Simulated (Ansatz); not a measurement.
## Cancellation of cutoff errors in Ti₂C

Method: DFT PBEsol, scalar-relativistic, plane waves, PAW (Ansatz).

```xyz
3
Lattice="1.5407 0.8895 4.8138 -1.5407 0.8895 4.8138 0.0000 -1.7790 4.8138" Properties=species:S:1:pos:R:3 pbc="T T T"
Ti    0.0000    0.0000    3.5453
Ti    0.0000    0.0000   10.8960
C     0.0000    0.0000    7.2207
```

* Γ-centred k-mesh: 18×18×18
* occupation rule: Gaussian smearing, 0.1 eV
* spin treatment: unpolarised

A second cell has all atoms moved and the lattice slightly strained:

```yaml
crystal:
  lattice:
    - [1.47612, 0.89009, 4.83792]
    - [-1.57168, 0.90065, 4.86655]
    - [-0.03864, -1.78689, 4.85152]
  atoms:
    - { symbol: Ti, position: [0.24969, 0.23622, 0.26225] }
    - { symbol: Ti, position: [0.75437, 0.75129, 0.75479] }
    - { symbol: C, position: [0.51251, 0.50619, 0.49726] }
```

It ran on a 12×12×12 mesh, another than the first cell's, which shifts the difference by nearly the same amount at every cutoff. Both were run at several values of the cutoff; energies per atom at zero smearing, errors against the largest value (600 eV), which isn't proved converged itself.

```tsv
cutoff	error, first cell (meV)	error, second cell (meV)
200 eV	3894.47	3885.73
250 eV	890.02	894.46
300 eV	149.27	147.61
350 eV	17.79	17.44
420 eV	1.62	1.61
```

**Question.** At the largest value the second cell lies 28.90 meV/atom above the first. What is the error of that difference at each value, and where does each quantity come within 1 meV/atom?

**Answer.** The error of the difference is the second cell's error less the first's:
```tsv
cutoff	difference (meV)	its error (meV)
200 eV	20.16	-8.74
250 eV	33.34	4.44
300 eV	27.23	-1.67
350 eV	28.55	-0.35
420 eV	28.90	0.00
```

No value below the largest brings the first cell's total energy within 1 meV/atom, while the difference is there from 350 eV on. Most of the error cancels, by a factor of about 201 in the median. A missing short wave mostly misdescribes the region near each nucleus, which both cells share; what doesn't cancel comes largely from the change of volume and bonding.

The total-energy errors are positive in every row and fall steadily, as the variational principle demands when plane waves are added. Their difference has no such bound: its error changes sign, from -8.74 meV at 200 eV to 4.44 meV at 250 eV and -1.67 meV at 300 eV, so a single low-cutoff value reveals neither the size nor the direction of what is missing. The sign changes probably reflect the slightly different sets of plane waves that the two lattices admit at the same cutoff.

The large absolute errors fit the compact Ti 3d and C 2p orbitals. Neither has a core shell of the same angular momentum beneath it to push it outwards, so both need short waves even in a smooth PAW representation. The second cell lies higher at every cutoff, so the energetic order of these two structures is robust even where the total energies are far from converged. The same tolerance can't be assumed for the stress, which responds directly to how the basis changes with strain.
